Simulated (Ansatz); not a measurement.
Wanted: the native input for an Ansatz 0.2.0 run.

| Property | Result |
| --- | --- |
| Task | projected density of states |
| Functional | exchange-only PBE |
| Potentials or basis | Ansatz PAW |
| Cutoff | 420 eV (not typed: the program's choice for these potentials) |
| k mesh | 7 × 7 × 7 |
| Occupations | fixed |
| Spin | no spin polarisation |

Crystal: KBr.

```
Br K
1.0
     0.00000    3.45738    3.45738
     3.45738    0.00000    3.45738
     3.45738    3.45738    0.00000
Br K
1 1
Direct
  0.50000 0.50000 0.50000
  0.00000 0.00000 0.00000
```

The cell isn't the ideal one: volume scaled by 1.15.

One way to write it, as run:

input.yaml

```yaml
crystal:
  lattice:
    - [0.0, 3.4573755255, 3.4573755255]
    - [3.4573755255, 0.0, 3.4573755255]
    - [3.4573755255, 3.4573755255, 0.0]
  atoms:
    - { symbol: Br, position: [0.5, 0.5, 0.5] }
    - { symbol: K, position: [0.0, 0.0, 0.0] }
hamiltonian:
  xc: { exchange: pbe, correlation: none }
  pseudopotentials: { kind: paw, core: small }
kpoints:
  mp_grid: { grid: [7, 7, 7] }
scf:
  occupations: { method: fixed }
  n_extra_bands: 6
output:
  forces: true
  stress: true
  eigenvalues: true
  dos: { projected: true, de: 0.05, nscf_kmesh: { grid: [11, 11, 11] } }
  write_density: true
  write_potential: true
  elf: true
  volumetric_format: npy
```

Potentials or basis: Ansatz PAW.

Launch:

```sh
$ ansatz run input.yaml --threads 1 --pin off --max-ram 2560MiB --backend cpu --events-out ev --progress --plain --runs-dir out
```

Results of the run:

The pressure is 1.0 GPa. The band gap on the k mesh is 3.97 eV, direct.

Caveat: odd divisions of the mesh miss points on the zone boundary, where band edges often lie, so the gap on the mesh can be too wide; the PAW data sets come from PBE, with cores solved anew for the run's functional, which leaves a small shift of forces and pressure.

Wall time 4.2 s on 1 thread of Intel(R) Xeon(R) Platinum 8259CL CPU @ 2.50GHz (Skylake/Cascade Lake) (shared host), peak memory 0.46 GiB.
